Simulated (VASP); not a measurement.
A run of VASP 6.6.1:

File INCAR:

```
SYSTEM = SnO2
PREC = Accurate
ENCUT = 600
EDIFF = 1E-7
ISMEAR = 0
SIGMA = 0.03
LREAL = .False.
LASPH = .True.
NELM = 80
ALGO = Normal
ISIF = 3
LWAVE = .False.
LCHARG = .False.
GGA = PS
IBRION = 2
NSW = 90
EDIFFG = -0.005
KPAR = 2
```

File KPOINTS:

```
Automatic mesh
0
Gamma
  6 6 8
  0 0 0
```

Contents of POSCAR:

```
SnO2                                    
1.0
    4.7706380394     -0.0000000000      0.0000000000
   -0.0000000000      4.7706380394      0.0000000000
    0.0000000000      0.0000000000      3.2166384875
  Sn              O             
     2     4
Direct
     0.0000000000000000    0.0000000000000000    0.0000000000000000
     0.5000000000000000    0.5000000000000000    0.5000000000000000
     0.3063031679320566    0.3063031679320566    0.0000000000000000
     0.1936968320679434    0.8063031679320566    0.5000000000000000
     0.6936968320679434    0.6936968320679434    0.0000000000000000
     0.8063031679320566    0.1936968320679434    0.5000000000000000
```

Potentials or basis: VASP PAW PBE potentials, release 64 (Sn_d, O).

Launch:

```sh
$ cat potpaw_PBE.64/Sn_d/POTCAR potpaw_PBE.64/O/POTCAR > POTCAR
$ mpirun -np 2 vasp_std > vasp.out
```

Hardware: 2 MPI ranks on Intel(R) Xeon(R) 6975P-C (Granite Rapids), with other jobs on the host.

Q: How long does it take, and how much memory?

A: It took 80 s on 2 MPI ranks on Intel(R) Xeon(R) 6975P-C (Granite Rapids), on a shared host, peak memory 0.27 GiB a rank. Counts: scf iterations 26, k points 50, ion steps 3.
